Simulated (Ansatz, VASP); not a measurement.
# One calculation of Mg, two programs

```xyz
2
Lattice="3.1877 0.0000 0.0000 -1.5939 2.7607 0.0000 0.0000 0.0000 5.1754" Properties=species:S:1:pos:R:3 pbc="T T T"
Mg    0.0000    1.8404    1.2938
Mg    1.5939    0.9202    3.8815
```

Change from the starting cell: volume scaled by 0.98, PAW files.

Alike in both runs: task electric field gradients; functional LDA; k mesh 12 × 12 × 7; occupations fermi-dirac, width 0.05 eV; no spin polarisation.

|  | VASP | Ansatz |
| --- | --- | --- |
| version | VASP 6.6.1 | Ansatz 0.2.0 |
| potentials or method | VASP PAW LDA potentials, release 64 (Mg) | PAW with Ansatz's default frozen-core files, scalar-relativistic |
| plane-wave cutoff (eV) | 520 | 420 |
| valence electrons in the cell | 4 | 20 |

```tsv
	VASP	Ansatz	Ansatz less VASP
pressure (GPa)	-2.2	-1.9	+0.32
largest component of the traceless stress (GPa)	0.60	0.60	0.000
Vzz of the field gradient on the site that differs most (V/Å²)	1.3	1.3	+0.08
```

The two sets of potentials don't hold the same shells in valence.
